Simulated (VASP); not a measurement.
Here is a VASP 6.6.1 calculation.

Contents of INCAR:

```
SYSTEM = TiSi2
ALGO = Normal ; EDIFF = 1E-7
ENCUT = 520 ; GGA = PS
ISIF = 2 ; ISMEAR = -1
KPAR = 2 ; LASPH = .TRUE.
LCHARG = .TRUE. ; LREAL = .FALSE.
LVHAR = .TRUE. ; LWAVE = .FALSE.
NBANDS = 29 ; NELM = 100
PREC = Accurate ; SIGMA = 0.05
```

File KPOINTS:

```
k-points
0
G
  8 8 8
  0 0 0
```

Contents of POSCAR:

```
TiSi2
1.0
    1.7651050250     -6.7592815350      0.0000000000
    1.7651050250      6.7592815350      0.0000000000
    0.0000000000      0.0000000000      3.5651739700
Ti Si
2 4
Direct
    0.1031180800      0.8968819200      0.2500000000
    0.8968819200      0.1031180800      0.7500000000
    0.7503148200      0.2496851800      0.2500000000
    0.2496851800      0.7503148200      0.7500000000
    0.4417485500      0.5582514500      0.2500000000
    0.5582514500      0.4417485500      0.7500000000
```

Potentials or basis: VASP PAW PBE potentials, release 64 (Ti_sv, Si).

Run with:

```bash
$ cat potpaw_PBE.64/Ti_sv/POTCAR potpaw_PBE.64/Si/POTCAR > POTCAR
$ mpirun -np 2 vasp_std > vasp.out
```

(1) What does it give for the pressure?

(2) Predict the largest force.

(3) Estimate the band gap on the k mesh.

## Answers

(1) -2.0 GPa.

(2) 0.203 eV/Å.

(3) none (metal or under the smearing width).

Caveat: the PAW data sets were made with another functional, which shifts forces and pressure a little.
